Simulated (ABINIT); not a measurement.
CaSe:

```xyz
2
Lattice="0.0000 2.9560 2.9560 2.9560 0.0000 2.9560 2.9560 2.9560 0.0000" Properties=species:S:1:pos:R:3 pbc="T T T"
Se    2.9560    2.9560    2.9560
Ca    0.0000    0.0000    0.0000
```

Base run:

```yaml
Program: ABINIT 10.8.3 (patched build)
Functional: r2SCAN
Potentials_or_basis: PseudoDojo NC SR PBE v0.4.1 standard
Cutoff: 1415 eV
k_mesh: 6 × 6 × 6
Occupations: fermi-dirac, width 0.05 eV
Spin: no spin polarisation
```

Its results: band gap on the k mesh 2.60 eV, indirect (least direct gap 3.55 eV); pressure 0.1 GPa.

**Question.** The run is repeated on the same cell with these changes: potentials or basis from PseudoDojo NC SR PBE v0.4.1 standard to Ansatz NC r2SCAN; cutoff from 1415 eV to 1497 eV. What comes out?

**Answer.** Band gap on the k mesh 2.49 eV, indirect (least direct gap 3.44 eV); pressure 0.6 GPa.

Caveats: a meta-GGA on potentials with a model core is unreliable (some runs); the potentials were made for another functional, which shifts forces and pressure (some runs).
